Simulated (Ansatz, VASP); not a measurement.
Two plane-wave programs on PbS

```xyz
4
Lattice="2.9405 -2.9000 0.0000 2.9405 2.9000 0.0000 -1.0800 0.0000 11.7093" Properties=species:S:1:pos:R:3 pbc="T T T"
Pb    3.8740    0.0000    7.4516
Pb    0.9270    0.0000    4.2577
S     0.9319    0.0000    7.0092
S     3.8690    0.0000    4.7001
```

Alike in both runs: task relaxation of cell and atoms; functional PBE; k mesh 4 × 4 × 2; occupations gaussian, width 0.1 eV; no spin polarisation.

```csv
,VASP,Ansatz
version,VASP 6.6.1,Ansatz 0.2.0
potentials or method,"VASP PAW PBE potentials, release 64 (Pb_d, S)","scalar-relativistic, plane waves, PAW"
plane-wave cutoff (eV),600,420
valence electrons in the cell,40,40
```

```tsv
	VASP	Ansatz	Ansatz less VASP
gap on the k mesh at the Fermi level, each at its own relaxed structure (eV)	2.11	2.13	+0.014
relaxed volume (Å³/atom)	51.25	52.64	+1.392
relaxed cell length with the largest relative difference (Å)	11.438	11.738	+0.3001
energy change over the relaxation (meV/atom)	-27	-26	+0.5
```

Caveats: spin-orbit coupling is left out, which as a rule narrows the gap of such compounds by several tenths of an eV. PBE usually gives volumes a little too large and moduli too small. Zero-point motion and thermal expansion aren't in these numbers.
